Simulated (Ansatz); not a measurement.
# InAs: equation of state with PBE

Crystal: InAs.

```xyz
2
Lattice="0.0000 3.0180 3.0180 3.0180 0.0000 3.0180 3.0180 3.0180 0.0000" Properties=species:S:1:pos:R:3 pbc="T T T"
In    0.0000    0.0000    0.0000
As    4.5270    4.5270    4.5270
```

```yaml
Program: Ansatz 0.2.0
Task: equation of state
Functional: PBE
Potentials_or_basis: Ansatz PAW
Cutoff: 420 eV
Density_cutoff: 1680 eV
k_mesh: 8 × 8 × 8
Occupations: fermi-dirac, width 0.05 eV
Spin: no spin polarisation
```

```
Equilibrium volume : 29.59 Å³/atom (rough: see the caveat)
Bulk modulus       : 49 GPa (rough)
```

Energy against volume, from the lowest point:
| volume (Å³/atom) | energy (meV/atom) |
| --- | --- |
| 25.840 | 92.78 |
| 26.389 | 64.71 |
| 26.939 | 42.38 |
| 27.489 | 25.24 |
| 28.039 | 12.76 |
| 28.588 | 4.49 |
| 29.138 | 0.00 |

All runs of the series together: 14 s on 1 thread of Intel(R) Xeon(R) 6975P-C (Granite Rapids), with other jobs on the host.

Caveat: the minimum lies outside the volumes run.
